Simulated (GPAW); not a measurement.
**Ti3Al in GPAW: convergence with density grid spacing (A)**

Crystal: Ti3Al.

```xyz
4
Lattice="2.9275 0.0000 0.0000 -1.4638 2.5353 0.0000 0.0000 0.0000 9.2264" Properties=species:S:1:pos:R:3 pbc="T T T"
Ti    0.0000    1.6902    2.3011
Ti    0.0000    1.6902    6.9253
Ti    1.4638    0.8451    0.0000
Al    1.4638    0.8451    4.6132
```

The cell comes from a database or a generator and needn't be the stable form of this composition.

- Program: GPAW 26.7.0
- Task: convergence study
- Functional: PBE
- Potentials or basis: GPAW PAW data sets (gpaw-data 1.2.1)
- Cutoff: 600 eV
- Basis: pw
- Grid spacing: 0.24 Å
- k mesh: 6 × 6 × 2
- Occupations: fermi-dirac, width 0.05 eV
- Spin: no spin polarisation

These are the settings of the first run; the series varies density grid spacing (A), with any setting tied to it.

Hardware: 1 thread of Arm Neoverse V1, on a shared host.

```csv
density grid spacing (A),"energy less the tightest run, at zero smearing (meV/atom)",pressure (GPa),largest force (eV/Å),SCF cycles,CPU time (s),peak memory (GiB)
0.24,1.96,-0.25,0.064,16,27,0.17
0.2,0.23,-0.01,0.066,16,29,0.17
0.17,0.12,-0.01,0.066,16,45,0.19
0.15,0.08,-0.01,0.066,16,45,0.21
0.13,0.03,-0.02,0.066,16,74,0.26
0.11,0.02,-0.02,0.066,16,110,0.32
0.09,0.00,-0.02,0.066,16,220,0.53
```

Against the tightest run, the energy stays within 1 meV/atom from 0.2 on; the pressure stays within 0.1 GPa from 0.2 on; the largest force stays within 0.005 eV/Å from 0.24 on. The tightest run that finished is the yardstick and may itself not be fully converged.

Caveat, for the tightest run too: the k mesh is coarse (spacing up to 0.41 Å⁻¹), so the values aren't converged.
